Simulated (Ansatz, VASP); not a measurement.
## Two plane-wave programs on Si3O2

The input INCAR:

```
  ALGO = Normal
  EDIFF = 1E-7
  ENCUT = 520
  GGA = PE
  ISIF = 2
  ISMEAR = 0
  LASPH = T
  LCHARG = F
  LREAL = F
  LWAVE = F
  NBANDS = 20
  NELM = 100
  PREC = Accurate
  SIGMA = 0.1
```

Contents of KPOINTS:

```
k-points
0
Gamma
  4 4 6
```

File POSCAR:

```
Si3O2
1.0
    4.5012169400      0.0000000000      0.0000000000
    0.0000000000      4.5012169400      0.0000000000
    0.0000000000      0.0000000000      3.3357033900
Si O
3 2
Direct
    0.5000000000      0.5000000000      0.4793932500
    0.5000000000      0.5000000000      0.9783680900
    0.0000000000      0.0000000000      0.5312098000
    0.5000000000      0.0000000000      0.4168319800
    0.0000000000      0.5000000000      0.4168319800
```

Input for Ansatz:

```yaml
crystal:
  lattice:
    - [4.50121694, 0.0, 0.0]
    - [0.0, 4.50121694, 0.0]
    - [0.0, 0.0, 3.33570339]
  atoms:
    - { symbol: Si, position: [0.5, 0.5, 0.47939325] }
    - { symbol: Si, position: [0.5, 0.5, 0.97836809] }
    - { symbol: Si, position: [0.0, 0.0, 0.5312098] }
    - { symbol: O, position: [0.5, 0.0, 0.41683198] }
    - { symbol: O, position: [0.0, 0.5, 0.41683198] }
basis:
  ecutwfc: 420
kpoints:
  mp_grid: { grid: [4, 4, 6] }
hamiltonian:
  xc: pbe
scf:
  occupations: { method: gaussian, width: 0.1 }
  lower_state_search: "off"
output:
  forces: true
  stress: true
  eigenvalues: true
```

Alike in both runs: task single point; functional PBE; k mesh 4 × 4 × 6; occupations gaussian, width 0.1 eV; no spin polarisation.

|  | VASP | Ansatz |
| --- | --- | --- |
| version | VASP 6.6.1 | Ansatz 0.2.0 |
| potentials or method | VASP PAW PBE potentials, release 64 (Si, O) | scalar-relativistic, plane waves, PAW |
| plane-wave cutoff (eV) | 520 | 420 |
| valence electrons in the cell | 24 | 24 |

|  | VASP | Ansatz | Ansatz less VASP |
| --- | --- | --- | --- |
| gap on the k mesh at the Fermi level (eV) | none | none | - |
| rms of the force components (eV/Å) | 0.151 | 0.158 | +0.0072 |

Atom by atom the forces differ by 0.008 eV/Å (rms over components). A gap of «none» marks a metal or a gap that the smearing closes. With one functional, cell and mesh, what is left measures potentials, basis and numerics.
